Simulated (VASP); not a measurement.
Wanted: the native input for a VASP 6.6.1 run.

```yaml
Task: single point
Functional: PBE
Potentials_or_basis: VASP PAW PBE potentials, release 64 (O_GW)
Cutoff: 500 eV
k_mesh: 4 × 4 × 3
Occupations: gaussian, width 0.02 eV
Spin: no spin polarisation
Further_INCAR_settings: ALGO = Normal; EDIFF = 1e-06; NBANDS = 13
```

The structure of O lies in POSCAR:

```
O
1.0
    2.8514028533     -1.6624159400      0.0000000000
    2.8514028533      1.6624159400      0.0000000000
   -2.3944914034      0.0000000000      3.6470501824
O
2
Direct
    0.9745461700      0.9745461700      0.8444259800
    0.0254538300      0.0254538300      0.1555740200
```

One way to write it, as run:

INCAR

```
SYSTEM = O
ALGO = Normal ; EDIFF = 1E-6
ENCUT = 500 ; GGA = PE
ISIF = 2 ; ISMEAR = 0
LASPH = .TRUE. ; LCHARG = .FALSE.
LREAL = .FALSE. ; LWAVE = .FALSE.
NBANDS = 13 ; NELM = 80
PREC = Accurate ; SIGMA = 0.02
```

KPOINTS

```
k-points
0
G
  4 4 3
  0 0 0
```

Potentials or basis: VASP PAW PBE potentials, release 64 (O_GW).

The run is started by

```sh
$ cat potpaw_PBE.64/O_GW/POTCAR > POTCAR
$ mpirun -np 1 vasp_std > vasp.out
```

Results of the run:

```json
{"Pressure": "-1.7 GPa", "Largest force": "0.454 eV/Å", "Band gap on the k mesh": "none (metal or under the smearing width)"}
```

Caveat: the k mesh is coarse (spacing up to 0.58 Å⁻¹), so the values aren't converged; the cutoff is under 1.25 times the usual one of these potentials, so pressure, stress and relaxed cells hold a basis-set (Pulay) error; the standard files for N, O and F lose accuracy on very short bonds; spin is off for a triplet molecule.

Run time: 3.4 s on 1 thread of AMD EPYC 9R45 96-Core Processor (Zen 5), on a shared host, peak memory 0.11 GiB.
